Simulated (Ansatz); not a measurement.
# MoTe2: a single-point run

Wanted: a converged single-point run for MoTe2, and a check of what comes out. The structure is shown as the input types it. The cell is built on a prototype (CdI2 type) and needn't be the phase found in nature.

Program: Ansatz 0.2.0. Level of theory: density functional or hybrid calculation with the settings of its input, plane waves (as first typed). These are calculated values, not measurements.

2 further runs of the same task are left out: 2 that didn't finish.

## 1. The structure to begin with

It takes space group P-3m1 (No. 164, trigonal). The conventional cell has a = 3.519 Å, b = 3.519 Å, c = 7.214 Å, α = 90.00°, β = 90.00°, γ = 120.00°. Mo (site symmetry -3m) has 6 Te at 2.73 Å as nearest neighbours. Te (site symmetry 3m) is surrounded by 3 Mo at 2.73 Å.

Structure file:

```
Mo Te
1.0
     3.51945    0.00000    0.00000
    -1.75973    3.04794    0.00000
     0.00000    0.00000    7.21445
Mo Te
1 2
Direct
  0.00000 0.00000 0.00000
  0.33333 0.66667 0.25342
  0.66667 0.33333 0.74658
```

## 2. Input and run

Contents of input.yaml:

```yaml
crystal:
  lattice:
    - [3.5194545122, 0.0, 0.0]
    - [-1.7597272561, 3.047937015, 0.0]
    - [0.0, 0.0, 7.2144528865]
  atoms:
    - { symbol: Mo, position: [0.0, 0.0, 0.0] }
    - { symbol: Te, position: [0.3333333333, 0.6666666667, 0.253415608] }
    - { symbol: Te, position: [0.6666666667, 0.3333333333, 0.746584392] }
kpoints:
  mp_grid: { grid: [6, 6, 4] }
hamiltonian:
  xc: pbe
scf:
  occupations: { method: fermi_dirac, width: 0.02 }
  n_extra_bands: 4
  convergence: { dr2_threshold: 0.01 }
  max_iter: 73
output:
  forces: true
  stress: true
  eigenvalues: true
```

The run is started by

```
ansatz run input.yaml --threads 4 --pin off --max-ram 3686MiB --backend cpu --events-out ev --progress --plain --runs-dir out
```

Q: Will this input give a usable result? If not, why, and what should change?

The run converged and reported no error, with warnings (force scf threshold loose, stress scf threshold loose). Its log warns: «scf.convergence.dr2_threshold = 1e-2 eV is looser than this run's default, which is 1e-7 eV or tighter. The error in the forces grows as the threshold's square root ...»

The threshold asked is loose, but the program put off the close and ended at dr2 = 8.1e-8, so little accuracy was lost here.

The test: delete scf.convergence.dr2_threshold (the default then holds).
